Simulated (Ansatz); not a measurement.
# SiO2: the cost of one run

Program: Ansatz 0.2.0. Level of theory: DFT r2SCAN, scalar-relativistic, plane waves, PAW. These are calculated values, not measurements.

2 further runs of the same task are left out: 2 set aside as unsound or not needed.

### Step 1. Starting point

Symmetry: I4/mmm, No. 139, tetragonal system. The conventional cell has a = 8.939 Å, b = 8.939 Å, c = 5.231 Å, α = 90.00°, β = 90.00°, γ = 90.00°. Si (site symmetry m2m) has 4 O at 1.60 to 1.61 Å in its first shell of neighbours. O (site symmetry 2/m) has 2 Si at 1.60 Å in its first shell of neighbours. O (site symmetry m2m) is surrounded by 2 Si at 1.61 Å.

As a file:

```cif
data_structure
_symmetry_space_group_name_H-M 'P 1'
_symmetry_Int_Tables_number 1
_cell_length_a 6.8405
_cell_length_b 6.8405
_cell_length_c 6.8405
_cell_angle_alpha 98.408
_cell_angle_beta 98.408
_cell_angle_gamma 135.037
_cell_volume 209.00
loop_
_atom_site_label
_atom_site_type_symbol
_atom_site_fract_x
_atom_site_fract_y
_atom_site_fract_z
_atom_site_occupancy
Si1 Si 0.17696 0.17696 0.35393 1
Si2 Si 0.82304 0.17696 0.00000 1
Si3 Si 0.17696 0.82304 0.00000 1
Si4 Si 0.82304 0.82304 0.64607 1
O1 O 0.50000 0.50000 0.50000 1
O2 O 0.00000 0.50000 0.00000 1
O3 O 0.50000 0.00000 0.00000 1
O4 O 0.00000 0.00000 0.50000 1
O5 O 0.00000 0.20884 0.20884 1
O6 O 0.79116 0.00000 0.79116 1
O7 O 0.20884 0.00000 0.20884 1
O8 O 0.00000 0.79116 0.79116 1
```

It goes back to an entry of the Materials Project, which need not be the stable form.

This cell was relaxed beforehand with the same method: volume 17.42 Å³/atom, gap on the mesh 6.08 eV.

The unstrained cell comes from an earlier run at this level (12 atoms, E(σ→0) -7120.1198 eV, gap 6.08 eV over the zone).

### Step 2. At -1.0 %

Input file input.yaml:

```yaml
crystal:
  lattice:
    - [-4.424680671, 4.424680671, 2.5895787389]
    - [4.424680671, -4.424680671, 2.5895787389]
    - [4.4961906617, 4.4961906617, -2.5895787389]
  atoms:
    - { symbol: Si, position: [0.1769634091, 0.1769634091, 0.3539268182] }
    - { symbol: Si, position: [0.8230365909, 0.1769634091, 0.0] }
    - { symbol: Si, position: [0.1769634091, 0.8230365909, 0.0] }
    - { symbol: Si, position: [0.8230365909, 0.8230365909, 0.6460731819] }
    - { symbol: O, position: [0.5, 0.5, 0.5] }
    - { symbol: O, position: [0.0, 0.5, 0.0] }
    - { symbol: O, position: [0.5, 0.0, 0.0] }
    - { symbol: O, position: [0.0, 0.0, 0.5] }
    - { symbol: O, position: [0.0, 0.208840375, 0.208840375] }
    - { symbol: O, position: [0.791159625, 0.0, 0.791159625] }
    - { symbol: O, position: [0.208840375, 0.0, 0.208840375] }
    - { symbol: O, position: [0.0, 0.791159625, 0.791159625] }
basis:
  ecutwfc: 500
kpoints:
  mp_grid: { grid: [6, 6, 6] }
hamiltonian:
  xc: r2scan
scf:
  occupations: { method: gaussian, width: 0.02 }
output:
  forces: true
  stress: true
  eigenvalues: true
relax:
  adjacent_minimum: "off"
  f_tol: 0.008
  max_steps: 40
  cell: { stress_tol: 0.015, fix: [a, b, gamma] }
```

Command:

```console
ansatz run input.yaml --threads 2 --pin off --max-ram 5120MiB --backend cpu --events-out ev --progress --plain --runs-dir out
```

Q: Estimate wall time and peak memory on 2 threads of Intel Xeon Platinum 8488C (Sapphire Rapids), shared host.

About 2.1 min, with a peak of 1.3 GiB.
